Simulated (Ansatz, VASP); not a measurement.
Two plane-wave programs on ZnS (Wurtzite-6H)

File INCAR:

```
PREC = Accurate
ENCUT = 520
EDIFF = 1E-6
ISMEAR = 0
SIGMA = 0.01
LREAL = F
LASPH = T
NELM = 100
ALGO = Fast
ISIF = 2
LWAVE = F
LCHARG = F
GGA = PE
NBANDS = 66
```

KPOINTS

```
Automatic mesh
0
Gamma
  6 6 2
```

POSCAR

```
ZnS
1.0
    3.8120000000      0.0000000000      0.0000000000
   -1.9060000000      3.3012888392      0.0000000000
    0.0000000000      0.0000000000     18.6899900000
Zn S
6 6
Direct
    0.0000000000      0.0000000000      0.0000000000
    0.0000000000      0.0000000000      0.5000000000
    0.3333330000      0.6666670000      0.1666700000
    0.6666670000      0.3333330000      0.6666700000
    0.6666670000      0.3333330000      0.3333300000
    0.3333330000      0.6666670000      0.8333300000
    0.0000000000      0.0000000000      0.1250000000
    0.0000000000      0.0000000000      0.6250000000
    0.3333330000      0.6666670000      0.2916700000
    0.6666670000      0.3333330000      0.7916700000
    0.6666670000      0.3333330000      0.4583300000
    0.3333330000      0.6666670000      0.9583300000
```

Input for Ansatz:

```yaml
crystal:
  lattice:
    - [3.812, 0.0, 0.0]
    - [-1.905999999999999, 3.30128883922628, 0.0]
    - [0.0, 0.0, 18.68999]
  atoms:
    - { symbol: Zn, position: [0.0, 0.0, 0.0] }
    - { symbol: Zn, position: [0.0, 0.0, 0.5] }
    - { symbol: Zn, position: [0.33333299999999993, 0.6666669999999999, 0.16667] }
    - { symbol: Zn, position: [0.6666669999999999, 0.33333299999999993, 0.66667] }
    - { symbol: Zn, position: [0.6666669999999999, 0.33333299999999993, 0.33333] }
    - { symbol: Zn, position: [0.33333299999999993, 0.6666669999999999, 0.83333] }
    - { symbol: S, position: [0.0, 0.0, 0.125] }
    - { symbol: S, position: [0.0, 0.0, 0.6249999999999999] }
    - { symbol: S, position: [0.33333299999999993, 0.6666669999999999, 0.29167] }
    - { symbol: S, position: [0.6666669999999999, 0.33333299999999993, 0.79167] }
    - { symbol: S, position: [0.6666669999999999, 0.33333299999999993, 0.45833] }
    - { symbol: S, position: [0.33333299999999993, 0.6666669999999999, 0.9583299999999999] }
basis:
  ecutwfc: 470.0
kpoints:
  mp_grid:
    grid: [6, 6, 2]
hamiltonian:
  xc: pbe
scf:
  occupations:
    method: fixed
output:
  eigenvalues: true
```

Alike in both runs: task single point; functional PBE; k mesh 6 × 6 × 2; no spin polarisation.

```csv
,VASP,Ansatz
version,VASP 6.6.1,Ansatz 0.2.0
potentials or method,"VASP PAW PBE potentials, release 64 (Zn, S)","plane waves, PAW"
plane-wave cutoff (eV),520,470
occupations,"gaussian, width 0.01 eV",fixed
valence electrons in the cell,108,108
```

```csv
,VASP,Ansatz,Ansatz less VASP
gap on the k mesh at the Fermi level (eV),2.17,2.16,-0.004
```

Ansatz warned: «structure_snapped_to_symmetry».

PBE gaps usually lie below the measured ones, often by a third to a half. A k mesh can miss the band edges.
